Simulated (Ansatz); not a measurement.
Born–Oppenheimer molecular dynamics of a periodic cell of 17 atoms, Si16N (host Si, host structure diamond, interstitial N). It starts from a relaxed structure.

The calculation used DFT PBE, scalar-relativistic, plane waves, PAW (Ansatz). Settings: accuracy low, PAW set soft_1, cutoff 420 eV, k mesh 2x2x2, fermi-dirac smearing 0.05 eV, spin collinear.

```yaml
ensemble: NVT, Langevin thermostat
time_step: 1 fs
steps_asked: 150
set_temperature: 900 K
friction: 0.01 /fs
seed: 460309
```

First frame:

```xyz
17
Lattice="0.0000 5.4300 5.4300 5.4300 0.0000 5.4300 5.4300 5.4300 0.0000" Properties=species:S:1:pos:R:3
Si -0.064 0.126 0.097
Si 1.618 1.262 1.306
Si 2.714 2.777 -0.088
Si 4.016 4.100 1.346
Si 2.750 -0.112 2.781
Si 4.003 1.387 4.088
Si 5.346 2.695 2.678
Si 6.659 4.074 4.063
Si 0.559 2.423 2.993
Si 1.289 4.256 4.124
Si 2.540 5.433 2.586
Si 3.887 6.872 3.824
Si 2.498 2.691 5.343
Si 3.854 3.841 6.834
Si 5.162 5.336 5.357
Si 6.555 6.731 6.649
N 9.810 7.879 7.796
```

Question: What does the run give?

Answer: All steps were run.

* steps done: 150
* time covered: 150 fs
* mean temperature over the second half: 847 K
* spread of the potential energy over the second half: 13.7 meV per atom
* mean potential energy of the second half above the start: 75.7 meV per atom

A run of 0.15 ps of so small a system gives no equilibrium averages. Limits of this set-up: coarse k mesh, a small cell, in which the defect meets its images, low accuracy level.

Question: What happens to the structure?

Answer: Mean squared displacements from the first frame to the last, about the centre of mass: Si 0.15 Å², N 0.32 Å². Another seed would give other details.

Question: How do temperature and energy run in time?

Answer: 
| time (fs) | T (K) | potential energy less start (eV) |
| --- | --- | --- |
| 0 | 847 | 0.000 |
| 5 | 735 | 0.196 |
| 10 | 557 | 0.637 |
| 15 | 375 | 1.003 |
| 20 | 408 | 1.085 |
| 25 | 508 | 0.906 |
| 30 | 640 | 0.694 |
| 35 | 726 | 0.648 |
| 40 | 711 | 0.813 |
| 45 | 663 | 1.067 |
| 50 | 597 | 1.340 |
| 55 | 496 | 1.554 |
| 60 | 557 | 1.564 |
| 65 | 647 | 1.435 |
| 70 | 714 | 1.353 |
| 75 | 765 | 1.331 |
| 80 | 740 | 1.268 |
| 85 | 687 | 1.205 |
| 90 | 775 | 1.161 |
| 95 | 930 | 1.043 |
| 100 | 1021 | 0.969 |
| 105 | 887 | 1.057 |
| 110 | 815 | 1.272 |
| 115 | 742 | 1.474 |
| 120 | 910 | 1.294 |
| 125 | 908 | 1.060 |
| 130 | 920 | 1.192 |
| 135 | 939 | 1.416 |
| 140 | 875 | 1.521 |
| 145 | 800 | 1.702 |
| 150 | 703 | 1.957 |

The run took 14 min on 1 thread of Arm Neoverse V2, with other jobs on the host, peak memory 0.63 GiB.
